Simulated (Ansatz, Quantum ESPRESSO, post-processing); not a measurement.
# LiF(001): dielectric constant from slabs in a field, part 3 of 7

Wanted: electronic and ionic screening from finite-field slabs, the first being LiF(001), 5 layers.

Quantum ESPRESSO 7.5; plane-wave DFT, PBE, GBRV ultrasoft pseudopotentials; geometry by Ansatz 0.2.0 with PAW datasets.

So far. Step 3 (Self-consistent run, 5 layers: no field): The run needed 13 iterations to bring the estimated error under 1e-10 Ry; the largest force on any atom, held or free, is 0.01 eV/Å. Step 4 (Electrostatic potential, 5 layers): The vacuum is flat to 0.1 meV/Å, so its level is well defined. Inside the slab the curve depends on the local part of the pseudopotentials; only the vacuum level has a meaning of its own.

## (5) Self-consistent run, 5 layers: field 0.1 V/Å

With the ions clamped, only the electrons screen the field of 0.1 V/Å.

n5.f1.in

```
&control
  prefix = 'n5.f1'
  outdir = './out'
  pseudo_dir = './pseudo'
  calculation = 'scf'
  tprnfor = .true.
  tefield = .true.
  dipfield = .true.
/
&system
  ibrav = 0
  nat = 10
  ntyp = 2
  ecutwfc = 40
  ecutrho = 200
  occupations = 'fixed'
  edir = 3
  emaxpos = 0.97
  eopreg = 0.04
  eamp = 0.00194469
/
&electrons
  conv_thr = 1e-10
  mixing_beta = 0.5
  electron_maxstep = 120
/
ATOMIC_SPECIES
  Li  6.9400  li_pbe_v1.4.uspp.F.UPF
  F   18.9984  f_pbe_v1.4.uspp.F.UPF
CELL_PARAMETERS angstrom
  2.87792459940000 0.00000000000000 0.00000000000000
  0.00000000000000 2.87792459940000 0.00000000000000
  0.00000000000000 0.00000000000000 24.14000000000000
ATOMIC_POSITIONS crystal
  Li  -0.000000000000 0.000000000000 0.333648074731
  F   0.500000000000 0.500000000000 0.330800501040
  Li  0.500000000000 0.500000000000 0.415377996905
  F   -0.000000000000 0.000000000000 0.415887482299
  Li  0.000000000000 0.000000000000 0.499999995967
  F   0.500000000000 0.500000000000 0.500000003334
  Li  0.500000000000 0.500000000000 0.584621995098
  F   -0.000000000000 0.000000000000 0.584112523338
  Li  0.000000000000 0.000000000000 0.666351917658
  F   0.500000000000 0.500000000000 0.669199509628
K_POINTS automatic
  8 8 1 0 0 0
```

Launch:

```console
OMP_NUM_THREADS=1 mpirun -n 4 pw.x -nk 4 -in n5.f1.in > n5.f1.out
```

Log:

```text
[banner, memory and clock lines left out]
Program PWSCF v.7.5 starts
[citation notice left out]

[...]
bravais-lattice index     =            0
     lattice parameter (alat)  =       5.4385  a.u.
     unit-cell volume          =    1349.2508 (a.u.)^3
     number of atoms/cell      =           10
     number of atomic types    =            2
     number of electrons       =        50.00
     number of Kohn-Sham states=           25
     kinetic-energy cutoff     =      40.0000  Ry
     charge density cutoff     =     200.0000  Ry
     scf convergence threshold =      1.0E-10
     mixing beta               =       0.5000
     number of iterations used =            8  plain     mixing
     Exchange-correlation=  SLA  PW   PBX  PBC
                           (   1   4   3   4   0   0   0)

[...]
PseudoPot. # 1 for Li read from file:
     ./pseudo/li_pbe_v1.4.uspp.F.UPF
     Pseudo is Ultrasoft, Zval =  3.0
     Generated by new atomic code, or converted to UPF format
     Using radial grid of  751 points,  5 beta functions with:
                l(1) =   0
                l(2) =   0
                l(3) =   0
                l(4) =   1
                l(5) =   1
     Q(r) pseudized with 10 coefficients,  rinner =    1.150   1.150   1.150

     PseudoPot. # 2 for F  read from file:
     ./pseudo/f_pbe_v1.4.uspp.F.UPF
     Pseudo is Ultrasoft, Zval =  7.0
     Generated by new atomic code, or converted to UPF format
     Using radial grid of  799 points,  4 beta functions with:
                l(1) =   0
                l(2) =   0
                l(3) =   1
                l(4) =   1
     Q(r) pseudized with  8 coefficients,  rinner =    0.950   0.950   0.950

     atomic species   valence    mass     pseudopotential
     Li                3.00     6.94000     Li( 1.00)
     F                 7.00    18.99840     F ( 1.00)

     No symmetry found

[...]
number of k points=    34
[...]
Dense  grid:    64589 G-vectors     FFT dimensions: (  25,  25, 216)

     Smooth grid:    46059 G-vectors     FFT dimensions: (  24,  24, 192)

     Initial potential from superposition of free atoms

     starting charge      47.7463, renormalised to      50.0000

     negative rho (up, down):  3.204E-04 0.000E+00

     Adding external electric field

     Computed dipole along edir(3) :
        Dipole               -0.0000 Ry au,         -0.0000 Debye
        Dipole field         -0.0000 Ry au,

        E field amplitude [Ha a.u.]:  1.9447E-03
        Potential amp.        0.1703 Ry
        Total length         43.7933 bohr

     Starting wfcs are   45 randomized atomic wfcs

     per-process dynamical memory:    63.4 Mb

     Self-consistent Calculation

     iteration #  1     ecut=    40.00 Ry     beta= 0.50
     Davidson diagonalization with overlap
     ethr =  1.00E-02,  avg # of iterations =  1.7

     Threshold (ethr) on eigenvalues was too large:
     Diagonalizing with lowered threshold

     Davidson diagonalization with overlap
     ethr =  3.03E-04,  avg # of iterations =  2.2

     negative rho (up, down):  8.319E-05 0.000E+00

     Adding external electric field

     Computed dipole along edir(3) :
        Dipole                0.0486 Ry au,          0.1236 Debye
        Dipole field          0.0005 Ry au,

        E field amplitude [Ha a.u.]:  1.9447E-03
        Potential amp.        0.1306 Ry
        Total length         43.7933 bohr

     total energy              =    -316.79332419 Ry
     estimated scf accuracy    <       0.16991659 Ry

     iteration #  2     ecut=    40.00 Ry     beta= 0.50
[...]
negative rho (up, down):  8.662E-05 0.000E+00

[...]
Dipole                0.0536 Ry au,          0.1363 Debye
[...]
E field amplitude [Ha a.u.]:  1.9447E-03
[...]
total energy              =    -316.79944017 Ry
     estimated scf accuracy    <       0.02303155 Ry

     iteration #  3     ecut=    40.00 Ry     beta= 0.50
[...]
negative rho (up, down):  1.710E-04 0.000E+00

[...]
Dipole                0.0498 Ry au,          0.1267 Debye
[...]
E field amplitude [Ha a.u.]:  1.9447E-03
[...]
total energy              =    -316.80058914 Ry
     estimated scf accuracy    <       0.00263568 Ry

     iteration #  4     ecut=    40.00 Ry     beta= 0.50
[...]
negative rho (up, down):  2.142E-04 0.000E+00

[...]
Dipole                0.0479 Ry au,          0.1218 Debye
[...]
E field amplitude [Ha a.u.]:  1.9447E-03
[...]
total energy              =    -316.80133311 Ry
     estimated scf accuracy    <       0.00017979 Ry

     iteration #  5     ecut=    40.00 Ry     beta= 0.50
[...]
negative rho (up, down):  2.435E-04 0.000E+00

[...]
Dipole                0.0473 Ry au,          0.1201 Debye
[...]
E field amplitude [Ha a.u.]:  1.9447E-03
[...]
total energy              =    -316.80140627 Ry
     estimated scf accuracy    <       0.00003654 Ry

     iteration #  6     ecut=    40.00 Ry     beta= 0.50
[...]
negative rho (up, down):  2.566E-04 0.000E+00

[...]
Dipole                0.0477 Ry au,          0.1213 Debye
[...]
E field amplitude [Ha a.u.]:  1.9447E-03
[...]
total energy              =    -316.80141517 Ry
     estimated scf accuracy    <       0.00000165 Ry

[...]
iteration # 10     ecut=    40.00 Ry     beta= 0.50
[...]
negative rho (up, down):  2.667E-04 0.000E+00

[...]
Dipole                0.0477 Ry au,          0.1213 Debye
[...]
E field amplitude [Ha a.u.]:  1.9447E-03
[...]
total energy              =    -316.80141611 Ry
     estimated scf accuracy    <          5.8E-09 Ry

     iteration # 11     ecut=    40.00 Ry     beta= 0.50
[...]
negative rho (up, down):  2.670E-04 0.000E+00

[...]
Dipole                0.0477 Ry au,          0.1213 Debye
[...]
E field amplitude [Ha a.u.]:  1.9447E-03
[...]
total energy              =    -316.80141611 Ry
     estimated scf accuracy    <          4.7E-10 Ry

     iteration # 12     ecut=    40.00 Ry     beta= 0.50
[...]
negative rho (up, down):  2.671E-04 0.000E+00

[...]
Dipole                0.0477 Ry au,          0.1214 Debye
[...]
E field amplitude [Ha a.u.]:  1.9447E-03
[...]
total energy              =    -316.80141611 Ry
     estimated scf accuracy    <          1.1E-10 Ry

     iteration # 13     ecut=    40.00 Ry     beta= 0.50
[...]
negative rho (up, down):  2.673E-04 0.000E+00

[...]
Dipole                0.0477 Ry au,          0.1214 Debye
[...]
E field amplitude [Ha a.u.]:  1.9447E-03
[...]
End of self-consistent calculation

          k = 0.0000 0.0000 0.0000 (  5835 PWs)   bands (ev):

   -45.4931 -45.2860 -45.1671 -45.1178 -45.0727 -24.1540 -23.9433 -23.6662
   -23.5281 -23.1647  -6.9106  -6.2169  -5.3268  -5.1764  -5.1764  -4.9007
    -4.9007  -4.6927  -4.5546  -4.5546  -4.3769  -4.3769  -4.2971  -4.0649
    -4.0649

          k = 0.0000 0.1250 0.0000 (  5817 PWs)   bands (ev):

   -45.4903 -45.2833 -45.1642 -45.1143 -45.0715 -24.1221 -23.9190 -23.6567
   -23.5226 -23.1539  -6.8073  -6.1968  -5.5225  -5.3012  -5.1143  -4.9705
    -4.8890  -4.8502  -4.6400  -4.5214  -4.4824  -4.3615  -4.3318  -4.1798
    -4.0418

[...]
highest occupied level (ev):    -3.9052

!    total energy              =    -316.80141611 Ry
     estimated scf accuracy    <          1.5E-12 Ry

     The total energy is the sum of the following terms:
     one-electron contribution =   -2907.23396551 Ry
     hartree contribution      =    1464.35204405 Ry
     xc contribution           =     -64.54071051 Ry
     ewald contribution        =    1190.62138033 Ry
     electric field correction =      -0.00016446 Ry

     convergence has been achieved in  13 iterations

     Forces acting on atoms (cartesian axes, Ry/au):

     atom    1 type  1   force =     0.00000004    0.00000001    0.00186045
     atom    2 type  2   force =    -0.00000002    0.00000000   -0.00157953
     atom    3 type  1   force =     0.00000001   -0.00000000    0.00218851
     atom    4 type  2   force =     0.00000003   -0.00000000   -0.00193721
     atom    5 type  1   force =     0.00000000   -0.00000001    0.00200694
     atom    6 type  2   force =    -0.00000003    0.00000004   -0.00200960
     atom    7 type  1   force =     0.00000001    0.00000000    0.00182012
     atom    8 type  2   force =    -0.00000002   -0.00000003   -0.00206900
     atom    9 type  1   force =    -0.00000001    0.00000000    0.00198494
     atom   10 type  2   force =    -0.00000001   -0.00000001   -0.00226562

     Total force =     0.006264     Total SCF correction =     0.000005

[...]
```

The job ended after 29 s (4 MPI ranks of Arm Neoverse V2, shared host; peak memory 0.44 GiB; 1.9 min of CPU time).

This step gave:

* free energy: -4310.3028 eV
* dipole along the normal: 0.02527 e·Å
* valence top, on the run's zero: -3.905 eV

## (6) Electrostatic potential, 5 layers

n5.f1.pot.in

```
&inputpp
  prefix = 'n5.f1'
  outdir = './out'
  filplot = 'n5.f1.pot.dat'
  plot_num = 11
/
```

Launch:

```console
OMP_NUM_THREADS=1 mpirun -n 4 pp.x -in n5.f1.pot.in > n5.f1.pot.out
```

It took 0.75 s on 4 MPI ranks; peak memory 0.1 GiB; 2.6 s of CPU time.

Numbers from this step:

```
slope of the potential above                                          : 0.1000 eV/Å
upper vacuum line continued to the top atoms, over the valence top    : 7.603 eV
slope of the potential below                                          : 0.09998 eV/Å
lower vacuum line continued to the bottom atoms, over the valence top : 7.338 eV
```

The slope in the vacuum is 0.100 eV/Å for an applied 0.10 V/Å, as it should be.

Each curve counts from the valence top of its own run.

The runs together. Table of potential energy by z:

```csv
z (Å),potential at 0.0 V/Å (eV),potential at 0.1 V/Å (eV)
0.0,7.67,7.01
0.5,7.67,6.59
1.0,7.67,6.64
1.5,7.67,6.69
2.0,7.67,6.74
2.5,7.67,6.79
3.0,7.67,6.84
3.5,7.67,6.89
4.0,7.67,6.94
4.5,7.67,6.99
5.0,7.67,7.04
5.5,7.66,7.08
6.0,7.64,7.11
6.5,7.53,7.04
7.0,6.90,6.46
7.5,2.80,2.38
8.0,-5.08,-5.47
8.5,2.27,1.89
9.0,5.74,5.39
9.5,2.90,2.58
10.0,-5.25,-5.55
10.5,1.65,1.37
11.0,5.86,5.61
11.5,3.49,3.26
12.0,-5.05,-5.25
12.5,0.983,0.803
13.0,5.82,5.67
13.5,3.90,3.78
14.0,-4.87,-4.97
14.5,0.203,0.121
15.0,5.63,5.57
15.5,4.14,4.11
16.0,-4.20,-4.21
16.5,-0.195,-0.183
17.0,6.42,6.46
17.5,7.44,7.52
18.0,7.63,7.75
18.5,7.66,7.83
19.0,7.67,7.89
19.5,7.67,7.94
20.0,7.67,7.99
20.5,7.67,8.04
21.0,7.67,8.09
21.5,7.67,8.14
22.0,7.67,8.19
22.5,7.67,8.24
23.0,7.67,8.29
23.5,7.67,8.18
24.0,7.67,7.26
```

## (7) Clamped-ion dielectric constant from the field inside the slab, 5 layers

Read from the output:

- change of slope in the vacuum: 0.10000 eV/Å
- polarisability a cell: 3.640 Å³
- sheet polarisability 4πα/A: 5.522 Å
- change of slope inside: 0.04899 eV/Å
- dielectric constant: 2.041

Running mean over one layer period, set to zero at the slab's centre. Table of change of the potential energy, second field less first by z:

```csv
z (Å),"change of the potential energy, second field less first (eV)"
0,-0.221
1,-0.799
2,-0.731
3,-0.631
4,-0.531
5,-0.431
6,-0.334
7,-0.252
8,-0.197
9,-0.150
10,-0.102
11,-0.0524
12,-0.00343
13,0.0456
14,0.0947
15,0.143
16,0.190
17,0.243
18,0.322
19,0.418
20,0.517
21,0.617
22,0.717
23,0.644
24,-0.107
```

ε = 0.1000 / 0.0490 = 2.04.

(Continued in part 4 of 7.)

[Logs are printed without paths, hosts, clocks, repeated set-up lines and the standing remarks that a program may print on its own settings, such as how far it seeks lower states.]

[Hosts, paths, dates, database ids (printed as entryN), source tags and the programs' standing remarks are cut or masked in the printed files.]

[Maps of the electrostatic potential energy from Ansatz leave out the sawtooth potential of an applied field or a dipole correction, so their vacuum need not be flat; planar profiles and work functions include it.]
